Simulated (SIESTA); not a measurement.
**BeS under changes of volume**

One of the cells (14.546 Å³/atom); the others are scaled copies at fixed shape and fractional positions:

```
CELL_PARAMETERS angstrom
0.00000 2.44106 2.44106
2.44106 0.00000 2.44106
2.44106 2.44106 0.00000
ATOMIC_POSITIONS crystal
S 0.75000 0.75000 0.75000
Be 0.00000 0.00000 0.00000
```

```yaml
Program: SIESTA 5.4.2
Functional: PBE
Potentials_or_basis: PseudoDojo 0.4 standard (PBE files)
Basis: DZP (energy shift 0.003 Ry; two zetas on semicore shells)
Grid_cutoff: 800 Ry
Energy_shift: 0.003 Ry
k_mesh: 9 × 9 × 9
Occupations: fermi-dirac, width 0.05 eV
Spin: no spin polarisation
```

```csv
volume (Å³/atom),energy over the lowest point (meV/atom),pressure (GPa),gap on the mesh (eV)
13.405,24.64,7.2,3.03
13.690,14.06,5.0,3.07
13.975,6.17,3.9,3.12
14.546,0.00,-1.1,3.19
14.831,4.37,-3.5,3.23
15.116,?,?,?
```

What does the run at 15.116 Å³/atom give?

Energy over the lowest point 11.57 meV/atom; pressure -4.4 GPa; gap on the mesh 3.27 eV.

Worked out: A Birch-Murnaghan fit of order 3 (a polynomial in V^(-2/3)) to the other rows has its minimum at 14.45 Å³/atom with B0 = V·E''(V) = 136 GPa (rough, since the energies scatter). It gives 14.11 meV/atom at 15.116 Å³/atom, against the run's 11.57, and -dE/dV = -7.2 GPa, against -4.4. A straight line through the other rows of the gap, of slope 1.97 eV per unit of ln V, extrapolates to 3.27 eV, against the run's 3.27.

Energies are extrapolated to zero smearing.

Caveats: short orbitals over semicore shells can move pressures by several GPa; an odd mesh through Γ misses points on the zone boundary, where band edges often lie; the basis of atomic orbitals isn't converged, which shifts pressures, moduli and gaps.
